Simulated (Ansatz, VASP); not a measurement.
Sn in VASP and in Ansatz

File INCAR:

```
SYSTEM = Sn
PREC = Accurate ; ENCUT = 520
EDIFF = 1E-6 ; ISMEAR = -1
SIGMA = 0.05 ; LREAL = .False.
LASPH = .True. ; NELM = 100
ALGO = Fast ; ISIF = 2
LWAVE = .False. ; LCHARG = .False.
GGA = PE ; NBANDS = 13
```

KPOINTS

```
Automatic mesh
0
Gamma
  16 16 16
  0 0 0
```

POSCAR

```
Sn
1.0
   -2.0291894110      2.0291894110      1.6607599896
    2.0291894110     -2.0291894110      1.6607599896
    2.0291894110      2.0291894110     -1.6607599896
Sn
1
Direct
    0.0000000000      0.0000000000      0.0000000000
```

Input for Ansatz:

```yaml
crystal:
  lattice:
    - [-2.029189411, 2.029189411, 1.6607599896]
    - [2.029189411, -2.029189411, 1.6607599896]
    - [2.029189411, 2.029189411, -1.6607599896]
  atoms:
    - { symbol: Sn, position: [0.0, 0.0, 0.0] }
kpoints:
  mp_grid: { grid: [16, 16, 16] }
  band_path:
    path:
      - [0.0, 0.0, 0.0]
      - [0.0, 0.0, 0.5]
      - [-0.5, 0.5, 0.5]
      - [0.0, 0.0, 0.0]
      - [0.4174590337, 0.4174590337, -0.4174590337]
      - [-0.4174590337, 0.5825409663, 0.4174590337]
      - [-0.5, 0.5, 0.5]
      - [0.0, 0.0, 0.5]
      - [0.25, 0.25, 0.25]
    npoints: 8
scf:
  occupations: { method: fermi_dirac, width: 0.05 }
hamiltonian:
  xc: pbe
  pseudopotentials: { kind: all_electron, lapw: { basis_error: 0.001 } }
output:
  forces: true
  stress: true
  eigenvalues: true
  fatbands: true
  populations: true
  dos: { projected: true, de: 0.2, e_range: [-14, 8] }
```

This isn't the form of Sn at room conditions, which is tetragonal (white tin).

Alike in both runs: task single point; functional PBE; k mesh 16 × 16 × 16; occupations fermi-dirac, width 0.05 eV; no spin polarisation.

|  | VASP | Ansatz |
| --- | --- | --- |
| version | VASP 6.6.1 | Ansatz 0.2.0 |
| potentials or method | VASP PAW PBE potentials, release 64 (Sn_d) | all-electron LAPW, scalar-relativistic |
| plane-wave cutoff (eV) | 520 | see its input |

```csv
,VASP,Ansatz,Ansatz less VASP
pressure (GPa),1.0,1.0,-0.02
largest component of the traceless stress (GPa),0.57,0.57,-0.005
```

Ansatz ran all-electron here, so the differences hold the error of VASP's frozen core and of both bases.
